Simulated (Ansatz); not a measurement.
Wurtzite SrO (it has left that coordination), relaxed with r2SCAN, was run in Ansatz 0.2.0 under altered settings. All numbers are computed, without spin polarisation but where a row says otherwise.

```
Sr O
1.0
     4.27003    0.00000    0.00000
    -2.13502    3.69796    0.00000
     0.00000    0.00000    5.14445
Sr O
2 2
Direct
  0.33333 0.66667 0.93750
  0.66667 0.33333 0.43750
  0.33333 0.66667 0.43750
  0.66667 0.33333 0.93750
```

The base run's other keys:
```yaml
kpoints:
  mp_grid: { grid: [6, 6, 2] }
hamiltonian:
  xc: hse06
scf:
  occupations: { method: fixed }
  n_extra_bands: 5
```

It takes 13 iterations with 1583 plane waves at 420 eV and 14 k points, and leaves a mean stress of -0.06 GPa. The gap over this mesh is 4.004 eV. It ran on 4 threads of Arm Neoverse V1 (shared host).

Outcomes, with energy and stress as changes against the base:

| setting | outcome | ΔF (meV/atom) | Δ mean stress (GPa) | gap on the mesh (eV) | iterations | wall time |
| --- | --- | --- | --- | --- | --- | --- |
| PBE hybrid, exx coeff 0.2, omega 0.2078 1/Å | converged | – | +0.3 | 3.723 | 12 | 11 s |
| PBE hybrid, exx coeff 0.1, omega 0.2078 1/Å | converged | – | +1.0 | 3.171 | 11 | 9.8 s |
| scf.occupations: fermi_dirac 0.05 | converged | 0.0 | 0.0 | 4.004 | 13 | 12 s |

A dash marks a value that wasn't obtained or can't be compared. Stress is positive in compression. The base took 12 s. The base's mesh is coarse for a hybrid, so its own values aren't converged.

- PBE hybrid, exx coeff 0.2, omega 0.2078 1/Å. That is 20 % exact exchange, screened with ω = 0.2078 1/Å, against HSE06's 25 % screened at 0.208 1/Å. The mean stress moves by +0.3 GPa and the gap on the mesh by -0.281 eV (to 3.723). Totals of different functionals aren't comparable. The program warns that on this mesh the truncation of the exchange isn't bounded, so part of the change can be an error of the mesh.
- PBE hybrid, exx coeff 0.1, omega 0.2078 1/Å. That is 10 % exact exchange, screened with ω = 0.2078 1/Å, against HSE06's 25 % screened at 0.208 1/Å. The mean stress moves by +1.0 GPa and the gap on the mesh by -0.833 eV (to 3.171). Totals of different functionals aren't comparable.

Within 1 meV an atom, 0.1 GPa and 0.005 eV of the base stay: scf.occupations: fermi_dirac 0.05.

The program warns that its thresholds are loose for a hybrid's stress.

The meshes of the hybrids are coarse, so their gaps aren't converged to the digits shown.
